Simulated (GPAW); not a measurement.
The system is HfC.

```xyz
2
Lattice="0.0000 2.3250 2.3250 2.3250 0.0000 2.3250 2.3250 2.3250 0.0000" Properties=species:S:1:pos:R:3 pbc="T T T"
Hf    2.3250    2.3250    2.3250
C     0.0000    0.0000    0.0000
```

- Program: GPAW 26.7.0
- Task: relaxation of cell and atoms
- Functional: PBEsol
- Potentials or basis: PAW data sets generated in the run's folder for this functional
- Cutoff: 800 eV
- Basis: pw
- k mesh: 10 × 10 × 10
- Occupations: fermi-dirac, width 0.05 eV
- Spin: no spin polarisation

At the start: pressure -5.3 GPa; volume 12.57 Å³/atom.

Where does the relaxation end?

Over 3 steps the energy falls by 4.3 meV/atom and the volume is 12.29 Å³/atom (-2.2 %); space group Fm-3m (No. 225, to 0.05 Å).

The path:
```csv
step,energy change (eV),largest force (eV/Å),pressure (GPa),volume (Å³)
1,0.0000,0.0000,-5.31,25.14
2,-0.0057,0.0000,-3.20,24.91
3,-0.0085,0.0000,0.07,24.59
```

Final structure:
```
CELL_PARAMETERS angstrom
0.00000 2.30789 2.30789
2.30789 0.00000 2.30789
2.30789 2.30789 0.00000
ATOMIC_POSITIONS crystal
Hf 0.50000 0.50000 0.50000
C 0.00000 0.00000 0.00000
```

Caveat: later steps reuse the first step's grids.
